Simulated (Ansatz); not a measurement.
Li: energy above lowest point and pressure against volume per atom

All results are calculated (Ansatz 0.2.0 development build). Equation of state of a cubic crystal from periodic Kohn-Sham density functional theory without spin; pressure corrected for the finite basis.

Cell of the first row (space group Pm-3m, No. 221):
```
CELL_PARAMETERS angstrom
2.67680 0.00000 0.00000
0.00000 2.67680 0.00000
0.00000 0.00000 2.67680
ATOMIC_POSITIONS crystal
Li 0.00000 0.00000 0.00000
```

Settings of every row: formula Li; structure type simple cubic; functional PBE; spin treatment none; k mesh 40x40x40; occupation method fermi-dirac; occupation width 0.061225619 eV; wave cutoff 420 eV; datasets soft-1 PAW; density cutoff ratio 4.

Limits: a cubic model structure, not a phase known at ambient conditions.

| row | volume per atom (Å³) | energy above lowest point (meV/atom) | pressure (GPa) |
| --- | --- | --- | --- |
| 1 | 19.18 | 3.03 | 0.834 |
| 2 | 19.588 | 1.29 | 0.529 |
| 3 | 19.997 | 0.31 | 0.25 |
| 4 | 20.405 | 0 | -0.006 |
| 5 | 20.813 | 0.32 | -0.241 |
| 6 | 21.221 | ? | ? |
| 7 | 21.629 | 2.63 | -0.654 |

Question: what energy above lowest point and pressure should row 6 give?

Worked fit of energy above lowest point. Take u = (V_r/V)^(2/3) − 1 with V_r = 20.201 Å³ an atom, which is twice the finite (Eulerian) strain; such expansions in the strain, on which the Birch-Murnaghan equation of state is built, carry the rest volume and the bulk modulus. The shown rows have u = 0.03518, 0.02076, 0.00679, -0.00668, -0.0197, -0.04451. Least squares give energy above lowest point = 0.071 + 22.4 × u + 1771.3 × u² − 525 × u³ meV/atom; a parabola predicts inner rows, each left out in turn, worse (root mean square 0.012 against 0.0075 meV/atom). The rows lie off it by 0.00, 0.00, 0.01, 0.00, 0.00, 0.00. Its lowest point lies at u = -0.0063, or V = 20.39 Å³ an atom, and the curvature there gives the bulk modulus at fixed shape and fractions, B = (4/9)(1 + u)² E″(u)/V = 12.3 GPa. The withheld row has u = -0.03231, so the fit gives 0.071 + 22.4 × (-0.03231) + 1771.3 × (-0.03231)² − 525 × (-0.03231)³ = 1.21 meV/atom.

The calculation gave 1.21 meV/atom. The fit meets it to the printed digit.

Worked fit of pressure. Take u = (V_r/V)^(2/3) − 1 with V_r = 20.201 Å³ an atom, which is twice the finite (Eulerian) strain; such expansions in the strain, on which the Birch-Murnaghan equation of state is built, carry the rest volume and the bulk modulus. The shown rows have u = 0.03518, 0.02076, 0.00679, -0.00668, -0.0197, -0.04451. Least squares give pressure = 0.1191 + 19.011 × u + 36.94 × u² GPa; a straight line predicts inner rows, each left out in turn, worse (root mean square 0.023 against 0.00053 GPa). The rows lie off it by 0.000, -0.001, 0.000, 0.000, 0.000, 0.000. The pressure vanishes at u = -0.0063, or V = 20.39 Å³ an atom, and there the bulk modulus at fixed shape and fractions is B = −V dP/dV = (2/3)(1 + u) dP/du = 12.3 GPa. The withheld row has u = -0.03231, so the fit gives 0.1191 + 19.011 × (-0.03231) + 36.94 × (-0.03231)² = -0.457 GPa.

The calculation gave -0.456 GPa. The fit lies 0.001 GPa (0.067 % of the column's range) below it, one unit of the last digit.
